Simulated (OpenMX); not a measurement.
The system is KCl.

```
K Cl
1.0
     3.83920    0.00000    0.00000
     0.00000    3.83920    0.00000
     0.00000    0.00000    3.83920
K Cl
1 1
Direct
  0.00000 0.00000 0.00000
  0.50000 0.50000 0.50000
```

Measurements of this composition are mostly on another form, of space group No. 225.

```yaml
Program: OpenMX 3.8.5
Task: single point
Functional: PBE
Potentials_or_basis: OpenMX 2013 PBE set, K10.0-s3p2d1, Cl7.0-s2p2d1f1, grid cutoff 300 Ry
k_mesh: 7 × 7 × 7
Occupations: fermi-dirac, width 0.05 eV
Spin: no spin polarisation
```

On this cell: pressure 0.0 GPa; largest force zero by symmetry; band gap on the k mesh 5.10 eV, indirect (least direct gap 5.29 eV).

The same run follows on a disturbed copy (atoms moved at random, drawn with an rms of 0.05 Å):

```
K Cl
1.0
     3.83920    0.00000    0.00000
     0.00000    3.83920    0.00000
     0.00000    0.00000    3.83920
K Cl
1 1
Direct
  0.98999 0.00563 0.00820
  0.49173 0.49777 0.50063
```

What does the disturbed cell give?

The energy moves by +0.2 meV/atom; pressure 0.0 GPa; largest force 0.021 eV/Å; band gap on the k mesh 5.10 eV, indirect (least direct gap 5.29 eV).

Forces on the atoms (eV/Å):
```
K    0.004 -0.014 -0.015
Cl  -0.003  0.014  0.014
```

Caveats: an odd mesh through Γ misses points on the zone boundary, where band edges often lie; the basis of atomic orbitals isn't converged, which shifts pressures, moduli and gaps.
